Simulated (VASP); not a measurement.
# InP (F-43m) in VASP: further runs, part 2 of 3

VASP 6.6.1.

## 3. Single point, LDA

INCAR reads:

```
SYSTEM = InP
ALGO = Normal
EDIFF = 1E-6
ENCUT = 520
ISIF = 2
ISMEAR = 0
LASPH = .True.
LCHARG = .False.
LREAL = .False.
LWAVE = .False.
NBANDS = 16
NELM = 60
PREC = Accurate
SIGMA = 0.01
```

KPOINTS reads:

```
k-points
0
Gamma
  8 8 8
  0 0 0
```

POSCAR reads:

```
InP
1.0
    2.8881022946      2.8881022946      0.0000000000
   -2.8881022946      2.8881022946      0.0000000000
    0.0000000000      2.8881022946      2.8881022946
In P
1 1
Direct
    0.0000000000      0.0000000000      0.0000000000
    0.7500000000      0.2500000000      0.5000000000
```

Potentials or basis: VASP PAW LDA potentials, release 64 (In_d, P).

Command:

```
$ cat potpaw_LDA.64/In_d/POTCAR potpaw_LDA.64/P/POTCAR > POTCAR
$ mpirun -np 1 vasp_std > vasp.out
```

OUTCAR:

```text
SYSTEM = InP
   EDIFF = 1E-6
   ENCUT = 520
   ISIF = 2
   ISMEAR = 0
   LASPH = .True.
   LREAL = .False.
   NELM = 60
   PREC = Accurate

 ion  position               nearest neighbor table
   1  0.000  0.000  0.000-   2 2.50   2 2.50   2 2.50   2 2.50
   2  0.750  0.250  0.500-   1 2.50   1 2.50   1 2.50   1 2.50

  LATTYP: Found a face centered cubic cell.
 ALAT       =     5.7762045892

  Lattice vectors:

 A1 = (   0.0000000000,   2.8881022946,   2.8881022946)
 A2 = (   2.8881022946,   0.0000000000,   2.8881022946)
 A3 = (   2.8881022946,   2.8881022946,   0.0000000000)

Analysis of symmetry for initial positions (statically):
=====================================================================
 Subroutine PRICEL returns:
 Original cell was already a primitive cell.

 Routine SETGRP: Setting up the symmetry group for a
 face centered cubic supercell.

 Subroutine GETGRP returns: Found 24 space group operations
 (whereof 24 operations were pure point group operations)
 out of a pool of 48 trial point group operations.

The static configuration has the point symmetry T_d .

Analysis of symmetry for dynamics (positions and initial velocities):
=====================================================================
 Subroutine PRICEL returns:
 Original cell was already a primitive cell.

 Routine SETGRP: Setting up the symmetry group for a
 face centered cubic supercell.

 Subroutine GETGRP returns: Found 24 space group operations
 (whereof 24 operations were pure point group operations)
 out of a pool of 48 trial point group operations.

The dynamic configuration has the point symmetry T_d .

 Subroutine INISYM returns: Found 24 space group operations
 (whereof 24 operations are pure point group operations),
 and found     1 'primitive' translations

----------------------------------------------------------------------------------------

                                     Primitive cell

  volume of cell :      48.1801

  direct lattice vectors                    reciprocal lattice vectors
     2.888102295  2.888102295  0.000000000     0.173124062  0.173124062 -0.173124062
    -2.888102295  2.888102295  0.000000000    -0.173124062  0.173124062 -0.173124062
     0.000000000  2.888102295  2.888102295     0.000000000  0.000000000  0.346248124

  length of vectors
     4.084393435  4.084393435  4.084393435     0.299859671  0.299859671  0.346248124

  position of ions in fractional coordinates (direct lattice)
     0.000000000  0.000000000  0.000000000
     0.750000000  0.250000000  0.500000000

  ion indices of the primitive-cell ions
   primitive index   ion index
                 1           1
                 2           2

----------------------------------------------------------------------------------------

 KPOINTS: k-points

Automatic generation of k-mesh.
 Grid dimensions read from file:
 generate k-points for:    8    8    8

 Generating k-lattice:

  Cartesian coordinates                     Fractional coordinates (reciprocal lattice)
     0.021640508  0.021640508 -0.021640508     0.125000000  0.000000000  0.000000000
    -0.021640508  0.021640508 -0.021640508     0.000000000  0.125000000  0.000000000
     0.000000000  0.000000000  0.043281015     0.000000000  0.000000000  0.125000000

  Length of vectors
     0.037482459  0.037482459  0.043281015

  Shift w.r.t. Gamma in fractional coordinates (k-lattice)
     0.000000000  0.000000000  0.000000000

 Subroutine IBZKPT returns following result:
 ===========================================

 Found     29 irreducible k-points:

 Following reciprocal coordinates:
            Coordinates               Weight
  0.000000  0.000000  0.000000      1.000000
  0.125000  0.000000  0.000000      8.000000
  0.250000  0.000000  0.000000      8.000000
  0.375000  0.000000  0.000000      8.000000
  0.500000  0.000000  0.000000      4.000000
  0.125000  0.125000  0.000000     12.000000
[... 16 lines left out ...]
  0.375000  0.250000  0.125000     48.000000
  0.500000  0.250000  0.125000     24.000000
 [... further k-points ...]
   k-points           NKPTS =     29   k-points in BZ     NKDIM =     29   number of bands    NBANDS=     16
   number of dos      NEDOS =    301   number of ions     NIONS =      2
   total plane-waves  NPLWV =  27000
   dimension x,y,z NGX =    30 NGY =   30 NGZ =   30
   dimension x,y,z NGXF=    60 NGYF=   60 NGZF=   60
   ions per type =               1   1
   NGX,Y,Z   is equivalent  to a cutoff of  12.21, 12.21, 12.21 a.u.
   NGXF,Y,Z  is equivalent  to a cutoff of  24.42, 24.42, 24.42 a.u.
 SYSTEM =  InP
   PREC   = accura    normal or accurate (medium, high low for compatibility)
   ISTART =      0    job   : 0-new  1-cont  2-samecut
   ICHARG =      2    charge: 1-file 2-atom 10-const
   ISPIN  =      1    spin polarized calculation?
   LNONCOLLINEAR =      F non collinear calculations
   LSORBIT =      F    spin-orbit coupling
   LASPH  =      T    aspherical Exc in radial PAW
   ENCUT  =  520.0 eV  38.22 Ry    6.18 a.u.   7.59  7.59  7.59*2*pi/ulx,y,z
   NELM   =     60;   NELMIN=  2; NELMDL= -5     # of ELM steps
   EDIFF  = 0.1E-05   stopping-criterion for ELM
   LREAL  =      F    real-space projection
   EDIFFG = 0.1E-04   stopping-criterion for IOM
   NSW    =      0    number of steps for IOM
   IBRION =     -1    ionic relax: 0-MD 1-quasi-New 2-CG
   NFREE  =      0    steps in history (QN), initial steepest desc. (CG)
   ISIF   =      2    stress and relaxation
   ISYM   =      2    0-nonsym 1-usesym 2-fastsym
   POTIM  = 0.5000    time-step for ionic-motion
   TEBEG  =    0.0;   TEEND  =   0.0 temperature during run
   PSTRESS=    0.0 pullay stress
   NELECT =      18.0000    total number of electrons
   NUPDOWN=      -1.0000    fix difference up-down
   EMIN   =  10.00;   EMAX   =-10.00  energy-range for DOS
   EFERMI =   0.00;   METHOD = LEGACY
   ISMEAR =     0;   SIGMA  =   0.01  broadening in eV -4-tet -1-fermi 0-gaus
   EFERMI_NEDOS =   21; number of points for ismear=-14 and -15
   IALGO  =     38    algorithm
   IMIX   =      4    mixing-type and parameters
     AMIX     =   0.40;   BMIX     =  1.00
     AMIX_MAG =   1.60;   BMIX_MAG =  1.00
  volume/ion in A,a.u.               =      24.09       162.57
  Fermi-wavevector in a.u.,A,eV,Ry     =   1.179080  2.228137 18.915207  1.390229
  Thomas-Fermi vector in A             =   2.315397
   LORBIT       =      0    0 simple, 1 ext, 2 COOP (PROOUT), +10 PAW based schemes
   GGA     = CA    functional components
   LHFCALC =     F    Hartree Fock is set to
   AEXX    =    0.0000 exact exchange contribution
   IVDW    =     0    specifies the selected vdW correction
   LEPSILON=     F    determine dielectric tensor
   LRPA    =     F    only Hartree local field effects (RPA)
 non-spin polarized calculation
 Gauss-broadening in eV      SIGMA  =   0.01
  energy-cutoff  :      520.00
  volume of cell :       48.18
 maximum number of plane-waves:      1316
   NGX = 15   NGY = 15   NGZ = 15

 number of electron      18.0000006 magnetization

 Free energy of the ion-electron system (eV)
  ---------------------------------------------------
  ext. energy  EPLUGINS =         0.00000000
  ---------------------------------------------------
  free energy    TOTEN  =        -9.66379577 eV

  energy without entropy =       -9.66379577  energy(sigma->0) =       -9.66379577

 E-fermi :   5.6091     XC(G=0):  -9.8003

 val. band max:        5.5052779685   @ k =   0.0000   0.0000   0.0000
 cond. band min:       6.2519932092   @ k =   0.0000   0.0000   0.0000
 fundamental gap:      0.7467152406
 Fermi energy:         5.6090860955

 k-point     1 :       0.0000    0.0000    0.0000
  band No.  band energies     occupation
      1      -8.7831      2.00000
      2      -8.7831      2.00000
      3      -8.7831      2.00000
      4      -8.6050      2.00000
      5      -8.6050      2.00000
      6      -6.3508      2.00000
[... 8 lines left out ...]
     15      15.0257      0.00000
     16      15.0257      0.00000

 k-point     2 :       0.1250    0.0000    0.0000
  band No.  band energies     occupation
      1      -8.8062      2.00000
      2      -8.7744      2.00000
      3      -8.7744      2.00000
      4      -8.6049      2.00000
      5      -8.6049      2.00000
      6      -6.1578      2.00000
[... 8 lines left out ...]
     15      14.3118      0.00000
     16      14.7958      0.00000
[... 387 lines left out ...]
      5      -8.5869      2.00000
      6      -4.4896      2.00000
[... 8 lines left out ...]
     15      16.3981      0.00000
     16      16.9418      0.00000

 k-point    24 :       0.5000    0.2500    0.1250
  band No.  band energies     occupation
      1      -8.9383      2.00000
      2      -8.7269      2.00000
      3      -8.7027      2.00000
      4      -8.6125      2.00000
      5      -8.5899      2.00000
      6      -4.0981      2.00000
[... 8 lines left out ...]
     15      16.1871      0.00000
     16      16.9104      0.00000

 [... further k-points ...]
[... 5 lines left out ...]
  --------------------------------------------------------------------------------------
  -------------------------------------------------------------------------------------
  Total        0.5997331      0.5997331      0.5997331      0.0000000      0.0000000     -0.0000000
  in kB       19.9434771     19.9434771     19.9434771      0.0000000      0.0000000     -0.0000000
  external PRESSURE =      19.9434771 kB  Pullay stress =       0.0000000 kB

 VOLUME and BASIS-vectors are now :
 -----------------------------------------------------------------------------
  energy-cutoff  :      520.00
  volume of cell :       48.18
      direct lattice vectors                 reciprocal lattice vectors
     2.888102295  2.888102295  0.000000000     0.173124062  0.173124062 -0.173124062
    -2.888102295  2.888102295  0.000000000    -0.173124062  0.173124062 -0.173124062
     0.000000000  2.888102295  2.888102295     0.000000000  0.000000000  0.346248124

 POSITION                                       TOTAL-FORCE (eV/Angst)
 -----------------------------------------------------------------------------------
      0.00000      0.00000      0.00000        -0.000000      0.000000     -0.000000
      1.44405      4.33215      1.44405         0.000000     -0.000000      0.000000
 -----------------------------------------------------------------------------------
    total drift:                               -0.000000     -0.000000     -0.000000

  FREE ENERGIE OF THE ION-ELECTRON SYSTEM (eV)
  ---------------------------------------------------
  free  energy   TOTEN  =        -9.6637957686 eV

  energy  without entropy=       -9.6637957686  energy(sigma->0) =       -9.66379577
```

stdout:

```text
POSCAR found type information on POSCAR InP
 POSCAR found :  2 types and       2 ions
 scaLAPACK will be used
 LDA part: xc-table for (Slater(with rela. corr.)+CA(PZ))
 , standard interpolation
 POSCAR, INCAR and KPOINTS ok, starting setup
 FFT: planning ... GRIDC
 FFT: planning ... GRID_SOFT
 FFT: planning ... GRID
 WAVECAR not read
 entering main loop
```

Run time: 16 s. Hardware: 1 thread of Intel Xeon 6975P-C (Granite Rapids), shared host; peak memory 0.15 GiB.

What came out:

| Quantity | Value |
| --- | --- |
| Free energy | -9.6638 eV |
| Pressure | 2.0 GPa |
| Band gap on the k mesh | 0.75 eV, direct |

Levels at points of the mesh, in eV from the valence-band top:
```
           k point  band 6  band 7  band 8  band 9  band 10  band 11  band 12  band 13
(0.00, 0.00, 0.00)  -11.86    0.00    0.00    0.00     0.75     3.96     3.96     3.96
(0.50, 0.00, 0.00)   -9.95   -6.07   -1.06   -1.06     1.43     4.71     4.71     6.97
(0.50, 0.50, 0.00)   -9.23   -6.06   -2.51   -2.51     1.52     2.12     9.27     9.72
```

Caveat: spin-orbit coupling is left out, which moves the levels of the heavy elements.

## 4. Single point, LDA

This run uses another cell than the first one, of 23.52 Å³/atom, 0.976 times its volume.

INCAR reads:

```
PREC = Accurate ; ENCUT = 520
EDIFF = 1E-7 ; ISMEAR = 0
SIGMA = 0.01 ; LREAL = F
LASPH = T ; NELM = 100
ALGO = Normal ; ISIF = 2
LWAVE = F ; LCHARG = T
LELF = T ; LVHAR = T
NBANDS = 16
```

KPOINTS reads:

```
regular mesh
0
Gamma
  8 8 8
```

POSCAR reads:

```
InP
1.0
    2.8652658291      2.8652658291      0.0000000000
   -2.8652658291      2.8652658291      0.0000000000
    0.0000000000      2.8652658291      2.8652658291
In P
1 1
Direct
    0.0000000000      0.0000000000      0.0000000000
    0.7500000000      0.2500000000      0.5000000000
```

Command:

```
$ cat potpaw_LDA.64/In_d/POTCAR potpaw_LDA.64/P/POTCAR > POTCAR
$ mpirun -np 1 vasp_std > vasp.out
```

It took 12 s on 1 thread of Intel Xeon 6975P-C (Granite Rapids), shared host; peak memory 0.15 GiB.

It converged, with:

```
Free energy            : -9.6422 eV
Pressure               : 4.0 GPa
Band gap on the k mesh : 0.87 eV, direct
```

Levels at points of the mesh, in eV from the valence-band top:
```csv
k point,band 5,band 6,band 7,band 8,band 9,band 10,band 11,band 12,band 13,band 14
"(0.00, 0.00, 0.00)",-14.16,-12.03,0.00,0.00,0.00,0.87,3.95,3.95,3.95,8.61
"(0.50, 0.00, 0.00)",-14.14,-10.04,-6.21,-1.10,-1.10,1.49,4.70,4.70,7.01,9.57
"(0.50, 0.50, 0.00)",-14.11,-9.29,-6.17,-2.60,-2.60,1.48,2.11,9.43,9.88,9.88
```

Caveat: spin-orbit coupling is left out, which moves the levels of the heavy elements. A hybrid or GW would open this gap; LDA tends to underestimate it.

(Continued in part 3 of 3.)
